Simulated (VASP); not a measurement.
The system is BN.

```
N B
1.0
     2.49824    0.00000    0.00000
    -1.24912    2.16354    0.00000
     0.00000    0.00000    6.63570
N B
2 2
Direct
  0.66667 0.33333 0.25000
  0.33333 0.66667 0.75000
  0.66667 0.33333 0.75000
  0.33333 0.66667 0.25000
```

Program: VASP 6.6.1. Alike in all runs: no spin polarisation; cell as given. Hardware: 1 thread of Intel(R) Xeon(R) Platinum 8259CL CPU @ 2.50GHz (Skylake/Cascade Lake), with other jobs on the host.

Q: Order these runs on this cell by their wall time, lowest first.
A. task electron localisation function; level BEEF-vdW; potentials or basis VASP PAW PBE potentials, release 64 (N_GW, B_GW); k mesh 12 × 12 × 4; cutoff (eV) 600; smearing gaussian 0.05 eV; mesh quality not flagged
B. task single point; level RPBE; potentials or basis VASP PAW PBE potentials, release 64 (N_GW, B_GW); k mesh 12 × 12 × 4; cutoff (eV) 550; smearing gaussian 0.05 eV; mesh quality not flagged
C. task single point; level HSE03+D3(BJ); potentials or basis VASP PAW PBE potentials, release 64 (N, B); k mesh 6 × 6 × 2; cutoff (eV) 520; smearing fermi-dirac 0.02 eV; grid for exact exchange (PRECFOCK) Fast; mesh quality coarse

A: B (21 s), A (49 s), C (340 s).

Caveats: some runs use coarse meshes.

Runs at the PBE level aren't shown here.
